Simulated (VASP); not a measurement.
Set up this calculation in VASP 6.6.1, as the native input.

```
Task                               : relaxation of cell and atoms
Functional                         : HSE06
Potentials or basis                : VASP PAW PBE potentials, release 64 (Te, Be)
Cutoff                             : 600 eV
k mesh                             : 4 × 4 × 4
Occupations                        : fermi-dirac, width 0.05 eV
Spin                               : no spin polarisation
Grid for exact exchange (PRECFOCK) : Fast
Screening parameter                : 0.2 1/A
Further INCAR settings             : ALGO = Normal; EDIFF = 1e-07; IBRION = 2; EDIFFG = -0.02; NSW = 40; ISIF = 3
```

BeTe:

```
CELL_PARAMETERS angstrom
0.00000 2.77000 2.77000
2.77000 0.00000 2.77000
2.77000 2.77000 0.00000
ATOMIC_POSITIONS crystal
Te 0.75000 0.75000 0.75000
Be 0.00000 0.00000 0.00000
```

The input as run:

POSCAR

```
BeTe
1.0
    0.0000000000      2.7700000000      2.7700000000
    2.7700000000      0.0000000000      2.7700000000
    2.7700000000      2.7700000000      0.0000000000
Te Be
1 1
Direct
    0.7500000000      0.7500000000      0.7500000000
    0.0000000000      0.0000000000      0.0000000000
```

INCAR.step1

```
PREC = Accurate
ENCUT = 600
EDIFF = 1E-5
ISMEAR = -1
SIGMA = 0.05
LREAL = F
LASPH = T
NELM = 80
ALGO = Normal
LWAVE = T
LCHARG = F
GGA = PE
```

INCAR.step2

```
PREC = Accurate
ENCUT = 600
EDIFF = 1E-7
ISMEAR = -1
SIGMA = 0.05
LREAL = F
LASPH = T
NELM = 80
ALGO = Normal
ISIF = 3
LWAVE = F
LCHARG = F
GGA = PE
LHFCALC = T
HFSCREEN = 0.2
PRECFOCK = Fast
IBRION = 2
NSW = 40
EDIFFG = -0.02
ISTART = 1
```

KPOINTS

```
regular mesh
0
Gamma
  4 4 4
```

Potentials or basis: VASP PAW PBE potentials, release 64 (Te, Be).

Command:

```console
$ cat potpaw_PBE.64/Te/POTCAR potpaw_PBE.64/Be/POTCAR > POTCAR
$ cp INCAR.step1 INCAR
$ mpirun -np 1 vasp_std > vasp.out
$ cp INCAR.step2 INCAR
$ mpirun -np 1 vasp_std > vasp.out
```

It gave:

```
Relaxed volume                         : 22.42 Å³/atom
Relaxed cell                           : a = 3.988 Å, b = 3.988 Å, c = 3.988 Å, α = 60.00°, β = 60.00°, γ = 60.00°
Space group after relaxing (to 0.05 Å) : F-43m (No. 216)
Energy gained by relaxing              : 12.6 meV/atom
Ionic steps                            : 3
Pressure after relaxing                : 0.0 GPa
Band gap on the k mesh                 : 2.68 eV, indirect (least direct gap 4.50 eV)
```

Caveat: the k mesh is coarse (spacing up to 0.49 Å⁻¹), so the values aren't converged, least of all with exact exchange; the PAW data sets were made with another functional, which shifts forces and pressure a little; spin-orbit coupling is left out, which moves the levels of the heavy elements.

It took 3.4 min on 1 thread of Intel(R) Xeon(R) Platinum 8488C (Sapphire Rapids) (shared host), peak memory 0.29 GiB.
